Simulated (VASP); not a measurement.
A calculation with VASP 6.6.1 of ZrSi2 (native input, structure from a POSCAR):

INCAR

```
ALGO     = Fast           # electronic algorithm
EDIFF    = 1E-6           # SCF threshold, eV
ENCUT    = 520            # plane-wave cutoff, eV
GGA      = PE             # functional
ISIF     = 2              # what is computed and relaxed
ISMEAR   = 0              # smearing method
LASPH    = T              # aspherical terms in the spheres
LCHARG   = F              # write CHGCAR
LREAL    = F              # projectors in reciprocal space
LWAVE    = F              # write WAVECAR
NELM     = 80             # most SCF steps
PREC     = Accurate       # precision mode
SIGMA    = 0.05           # smearing width, eV
```

File KPOINTS:

```
k-points
0
Gamma
  7 7 7
```

File POSCAR:

```
ZrSi2
7.597
    0.243912070554     -0.969790706858      0.000000000000
    0.243912070554      0.969790706858      0.000000000000
    0.000000000000      0.000000000000      0.483348690272
Zr Si
2 4
Direct
    0.1054000000      0.8946000000      0.2500000000
    0.8946000000      0.1054000000      0.7500000000
    0.7504000000      0.2496000000      0.2500000000
    0.2496000000      0.7504000000      0.7500000000
    0.4478000000      0.5522000000      0.2500000000
    0.5522000000      0.4478000000      0.7500000000
```

Potentials or basis: VASP PAW PBE potentials, release 54 (Zr_sv, Si).

Launch:

```sh
$ cat potpaw_PBE.54/Zr_sv/POTCAR potpaw_PBE.54/Si/POTCAR > POTCAR
$ mpirun -np 1 vasp_std > vasp.out
```

**Question.** Write the same calculation in another form: ASE script, Cartesian positions.

**Answer.** As run:

Contents of run.py:

```python
from ase.calculators.vasp import Vasp
from ase.dft.bandgap import bandgap
from ase.io import read

atoms = read('ZrSi2.xyz')
calc = Vasp(
    directory='calc',
    xc='pbe',
    pp='PBE',
    setups='recommended',
    pp_version='54',
    prec='Accurate',
    encut=520,
    ediff=1e-06,
    ismear=0,
    sigma=0.05,
    lreal=False,
    lasph=True,
    nelm=80,
    algo='Fast',
    isif=2,
    lwave=False,
    lcharg=False,
    kpts=[7, 7, 7],
    gamma=True,
)
atoms.calc = calc

print('energy (eV):', atoms.get_potential_energy())
print('free energy (eV):', atoms.get_potential_energy(force_consistent=True))
print('forces (eV/A):')
print(atoms.get_forces())
print('stress (eV/A^3, Voigt):', atoms.get_stress())
print('Fermi level (eV):', calc.get_fermi_level())
gap, top, bottom = bandgap(calc)
print('band gap (eV):', gap, 'from (spin, k, band)', top, 'to', bottom)
```

ZrSi2.xyz

```xyz
6
Lattice="1.8530000000 -7.3675000000 0.0000000000 1.8530000000 7.3675000000 0.0000000000 0.0000000000 0.0000000000 3.6720000000" Properties=species:S:1:pos:R:3 pbc="T T T"
Zr     1.8530000000      5.8144310000      0.9180000000
Zr     1.8530000000     -5.8144310000      2.7540000000
Si     1.8530000000     -3.6896440000      0.9180000000
Si     1.8530000000      3.6896440000      2.7540000000
Si     1.8530000000      0.7691670000      0.9180000000
Si     1.8530000000     -0.7691670000      2.7540000000
```

Potentials or basis: VASP PAW PBE potentials, release 54 (Zr_sv, Si).

Launch:

```bash
$ python run.py
```

Both were run:

|  | native input, structure from a POSCAR | ASE script, Cartesian positions |
| --- | --- | --- |
| Pressure | 0.9 GPa | 0.9 GPa |
| Largest force | 0.167 eV/Å | 0.167 eV/Å |
| Band gap on the k mesh | none (metal or under the smearing width) | none (metal or under the smearing width) |

Keys that steer only the numerical path or the files written may differ.
